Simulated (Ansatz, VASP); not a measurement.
**One calculation of InSb, two programs**

```
CELL_PARAMETERS angstrom
0.00000 3.25510 3.25510
3.25510 0.00000 3.25510
3.25510 3.25510 0.00000
ATOMIC_POSITIONS crystal
In 0.00000 0.00000 0.00000
Sb 0.75000 0.75000 0.75000
```

Alike in both runs: functional r2SCAN; k mesh 12 × 12 × 12; occupations fermi-dirac, width 0.1 eV; no spin polarisation.

Ansatz relaxed the structure, and its values are those at the end. VASP's run is a single point on that final structure, the one shown.

```csv
,VASP,Ansatz
version,VASP 6.6.1,Ansatz 0.2.0
potentials or method,"VASP PAW PBE potentials, release 64 (In_d, Sb)","PAW with Ansatz's default frozen-core files, scalar-relativistic"
plane-wave cutoff (eV),520,500
valence electrons in the cell,18,28
```

```tsv
	VASP	Ansatz	Ansatz less VASP
pressure (GPa)	1.0	1.0	+0.01
```

With one functional, cell and mesh, what is left measures potentials, basis and numerics. The two sets of potentials don't hold the same shells in valence.

Caveats: the PAW data sets were made with another functional, which shifts forces and pressure a little (VASP). The runs have no spin-orbit coupling, so splittings on Sb are missing.
